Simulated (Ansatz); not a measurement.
# Ideal shear of a crystal plane in C

All numbers below come from DFT PBE, scalar-relativistic, plane waves, PAW in Ansatz 0.2.0. Cutoff 420 eV, Γ-centred 10×10×2 k-points, Gaussian smearing of 0.05 eV. No spin polarisation. Energies are free energies at this smearing, counted from the undisturbed cell; pressure is positive in compression.

Zero of the scan (relaxed at this level):

```xyz
12
Lattice="-2.5116 0.0000 0.0000 -1.2558 -2.1751 0.0000 0.0000 0.0000 12.5411" Properties=species:S:1:pos:R:3 pbc="T T T"
C    -1.2558   -0.7250   11.7580
C    -1.2558   -0.7250    3.3973
C    -1.2558   -0.7250    7.5777
C    -2.5116   -1.4501    1.3071
C    -2.5116   -1.4501    5.4875
C    -2.5116   -1.4501    9.6678
C    -1.2558   -0.7250    0.7826
C    -1.2558   -0.7250    4.9630
C    -1.2558   -0.7250    9.1434
C    -2.5116   -1.4501    2.8728
C    -2.5116   -1.4501    7.0532
C    -2.5116   -1.4501   11.2335
```

The cut lies on the cell's a–b face, a (0 0 1) plane (indices in the standard cell, whose axes needn't be the Cartesian ones shown) of area 5.46 Å², between layers 1.57 Å apart. Vector c is tilted by f times 1·a + 0·b (length 2.512 Å) with the atoms' Cartesian places fixed: one unrelaxed fault a cell. The traction is dγ/du, the slope of γ against the slip u in Å. Some rows repeat others by symmetry and weren't run.

| f | γ (mJ/m²) | traction (GPa) |
| --- | --- | --- |
| 0.0000 | 0 | 0.0 |
| 0.1000 | 688 | 54.8 |
| 0.2000 | 2735 | 107.1 |
| 0.3000 | 5954 | 145.4 |
| 0.4000 | 9728 | 145.5 |
| 0.5000 | 12255 | 0.0 |
| 0.6000 | 9728 | -145.5 |
| 0.7000 | 5954 | -145.4 |
| 0.8000 | 2735 | -107.1 |
| 0.9000 | 688 | -54.8 |

Question: Read off the first barrier and the stress needed to climb it, and compare with Frenkel's sinusoid.

Answer: The first sampled maximum lies at f = 0.500, a slip of 1.26 Å, with γ ≈ 12255 mJ/m², which stands in for the unstable fault energy γ_us, and the steepest sampled slope before it is 145.5 GPa. A sinusoid γ = γ_us sin²(πu/λ) with its maximum there has λ = 2.51 Å and a largest slope πγ_us/λ = 153.3 GPa (1 mJ/m² per Å = 0.01 GPa).

Question: Is there a metastable fault on this line?

Answer: Apart from points where γ returns to about zero, no local minimum shows among the samples, so at this sampling the line offers no fault for a dislocation to split on; a fault can still lie off the line.

The cut is rigid; relaxing the faces lowers these energies and usually the stresses.

The gap closes along the scan, which can put kinks into the curve.

Cost: 6 runs of about 1 core-minutes in all, on Arm Neoverse V2 (shared hosts).